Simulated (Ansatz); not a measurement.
Here is an Ansatz 0.2.0 calculation.

Contents of input.yaml:

```yaml
crystal:
  lattice:
    - [3.085, 0.0, 0.0]
    - [-1.5425, 2.6716883707, 0.0]
    - [0.0, 0.0, 3.523]
  atoms:
    - { symbol: Mg, position: [0.0, 0.0, 0.0] }
    - { symbol: B, position: [0.6666666667, 0.3333333333, 0.5] }
    - { symbol: B, position: [0.3333333333, 0.6666666667, 0.5] }
kpoints:
  mp_grid: { grid: [10, 10, 8] }
scf:
  occupations: { method: fermi_dirac, width: 0.05 }
hamiltonian:
  xc: pbesol
  pseudopotentials: { kind: all_electron, lapw: { basis_error: 0.002 } }
output:
  forces: true
  stress: true
relax:
  f_tol: 0.005
  max_steps: 60
  cell: { p_target: 5 }
```

Potentials or basis: all-electron LAPW, scalar-relativistic.

Command:

```console
$ ansatz run input.yaml --threads 2 --pin off --max-ram 8192MiB --backend cpu --events-out ev --progress --plain --runs-dir out
```

**Question.** Estimate the relaxed cell.

**Answer.** a = 3.044 Å, b = 3.044 Å, c = 3.428 Å, α = 90.00°, β = 90.00°, γ = 120.00°.

**Question.** Estimate the relaxed volume.

**Answer.** 9.17 Å³/atom.

**Question.** What does it give for the space group after relaxing (to 0.05 Å)?

**Answer.** P6/mmm (No. 191).

Final structure:
```yaml
crystal:
  lattice:
    - [3.04385, 0.00000, 0.00000]
    - [-1.52193, 2.63605, 0.00000]
    - [0.00000, 0.00000, 3.42786]
  atoms:
    - { symbol: Mg, position: [0.00000, 0.00000, 0.00000] }
    - { symbol: B, position: [0.66667, 0.33333, 0.50000] }
    - { symbol: B, position: [0.33333, 0.66667, 0.50000] }
```
